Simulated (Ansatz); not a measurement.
All numbers below come from DFT PBE, scalar-relativistic, plane waves, PAW (Ansatz). Settings: cutoff 420 eV, Γ-centred meshes spaced at most about 0.3 Å⁻¹ (2π included), Gaussian smearing. No spin polarisation.

All energies are static (0 K, no zero-point motion).

Compare these two cells of AlGa2N3, each relaxed at this level.

A.

```
CELL_PARAMETERS angstrom
2.97186 0.00000 0.00000
-1.48593 2.57371 0.00000
0.00000 0.00000 7.28632
ATOMIC_POSITIONS crystal
Al 0.00000 0.00000 0.00000
Ga 0.33333 0.66667 0.67000
Ga 0.66667 0.33333 0.33000
N 0.66667 0.33333 0.84254
N 0.00000 0.00000 0.50000
N 0.33333 0.66667 0.15746
```

B.

```
CELL_PARAMETERS angstrom
-1.59232 1.59232 6.73581
1.59232 -1.59232 6.73581
1.59232 1.59232 -6.73581
ATOMIC_POSITIONS crystal
Al 0.50000 0.50000 0.00000
Ga 0.83539 0.83539 0.00000
Ga 0.16461 0.16461 0.00000
N 0.42152 0.92152 0.50000
N 0.07848 0.57848 0.50000
N 0.75000 0.25000 0.50000
```

Question: Which would you expect to be lower, and how large is the difference?

Answer: B is lower, by 0.38 eV/atom. A has Al and Ga ordered on rock salt sites, space group P-3m1 (No. 164), 9.3 Å³/atom and a gap of 1.49 eV on its mesh; B has Al and Ga ordered on zinc blende sites, space group I-4m2 (No. 119), 11.4 Å³/atom and a gap of 2.24 eV. Counting N atoms around Al and Ga (those within 1.25 times the shortest such distance or 1.15 times the sum of covalent radii), A has Al 6, Ga 6 and B has Al 4, Ga 4. The lower one is the more open, so pressure narrows the difference. Both come from invented guesses. Shaken at random and relaxed again, B came back.

Kohn–Sham gaps at this level usually fall short of measured ones. Cells without such a test can be saddle points.
